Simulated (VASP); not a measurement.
Write the native input for VASP 6.6.1 that does the following.

```
Task                   : single point
Functional             : PBE
Potentials or basis    : VASP PAW PBE potentials, release 64 (Mg, Si)
Cutoff                 : 520 eV
k mesh                 : 2 × 2 × 2
Occupations            : fermi-dirac, width 0.05 eV
Spin                   : no spin polarisation
Dipole correction      : no
Further INCAR settings : ALGO = Normal; EDIFF = 1e-07; NBANDS = 29
```

The structure of Mg9Si4 (a cell with a defect) lies in POSCAR:

```
Mg9Si4
1.0
    6.3380000000      0.0000000000      0.0000000000
    0.0000000000      6.3380000000      0.0000000000
    0.0000000000      0.0000000000      6.3380000000
Mg Si
9 4
Direct
    0.3208425371      0.2300252446      0.1711423162
    0.5535184601      0.9013253392      0.8988324393
    0.8560744714      0.8138529505      0.3080467024
    0.2430104134      0.1646102872      0.7238245503
    0.7768538971      0.2372988324      0.7361470495
    0.2793310192      0.7494162196      0.2323288104
    0.0066740297      0.5792994636      0.8597507100
    0.7795045756      0.3038182392      0.2200536447
    0.4776112338      0.5667245188      0.5458346482
   -0.0048911328     -0.0082833701     -0.0125907226
    0.5408804039      0.5138687283     -0.0726727674
    0.5628747239     -0.0008520038      0.4778794572
    0.0896339539      0.4546860208      0.4348690439
```

One way to write it, as run:

INCAR

```
PREC = Accurate
ENCUT = 520
EDIFF = 1E-7
ISMEAR = -1
SIGMA = 0.05
LREAL = F
LASPH = T
NELM = 100
ALGO = Normal
ISIF = 2
LWAVE = F
LCHARG = T
GGA = PE
LELF = T
LVHAR = T
NBANDS = 29
```

KPOINTS

```
regular mesh
0
Gamma
  2 2 2
```

Potentials or basis: VASP PAW PBE potentials, release 64 (Mg, Si).

The run is started by

```console
$ cat potpaw_PBE.64/Mg/POTCAR potpaw_PBE.64/Si/POTCAR > POTCAR
$ mpirun -np 1 vasp_std > vasp.out
```

It gave:

```yaml
Pressure: 5.6 GPa
Largest_force: 1.742 eV/Å
Band_gap_on_the_k_mesh: none (metal or under the smearing width)
```

Caveat: the k mesh is coarse (spacing up to 0.50 Å⁻¹), so the values aren't converged.

Run time: 64 s on 1 thread of Intel(R) Xeon(R) Platinum 8559C (Emerald Rapids), on a shared host, peak memory 0.32 GiB.
